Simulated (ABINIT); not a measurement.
Here is an ABINIT 10.8.3 (patched build) calculation.

File run.abi:

```
ndtset 7
getwfk -1
scalecart1 3*0.9795861087
scalecart2 3*0.9864848297
scalecart3 3*0.9932883884
scalecart4 3*1.0000000000
scalecart5 3*1.0066227096
scalecart6 3*1.0131594038
scalecart7 3*1.0196128224

pp_dirpath "./"
pseudos "Pb.GGA_PBE-JTH_sp.xml, Se.GGA_PBE-JTH.xml"

acell 3*1.0 Angstrom
rprim
     0.0000000000     3.0606500000     3.0606500000
     3.0606500000     0.0000000000     3.0606500000
     3.0606500000     3.0606500000     0.0000000000
ntypat 2
znucl 82 34
natom 2
typat 1 2
xred
     0.0000000000     0.0000000000     0.0000000000
     0.5000000000     0.5000000000     0.5000000000

ecut 15.0
pawecutdg 30.0

kptopt 1
ngkpt 8 8 8
nshiftk 1
shiftk 0.0 0.0 0.0

ixc -144130

nband 9
occopt 3
tsmear 0.05 eV

nstep 100
tolvrs 1.0e-9

iomode 3
prtwf 1
prtden 0
prteig 0
prtebands 0
```

Potentials or basis: JTH PAW PBE v2.0 sp.

The run is started by

```console
$ abinit run.abi > log 2>&1
```

Task: Predict the bulk modulus.

Result: 45 GPa (rough).

Task: Estimate the equilibrium volume.

Result: 31.70 Å³/atom (rough: see the caveat).

Energy against volume, from the lowest point:
| volume (Å³/atom) | energy (meV/atom) |
| --- | --- |
| 26.951 | 124.45 |
| 27.524 | 90.69 |
| 28.097 | 62.85 |
| 28.671 | 40.31 |
| 29.244 | 22.61 |
| 29.818 | 9.34 |
| 30.391 | 0.00 |

Caveat: pressures at fixed basis lie under the slope of the energies; the minimum lies outside the volumes run; the PAW data sets were made with another functional, which shifts forces and pressure a little; this set keeps more shells in the core, which shifts pressures and gaps. Spin-orbit coupling is left out, which matters for the levels of Pb.
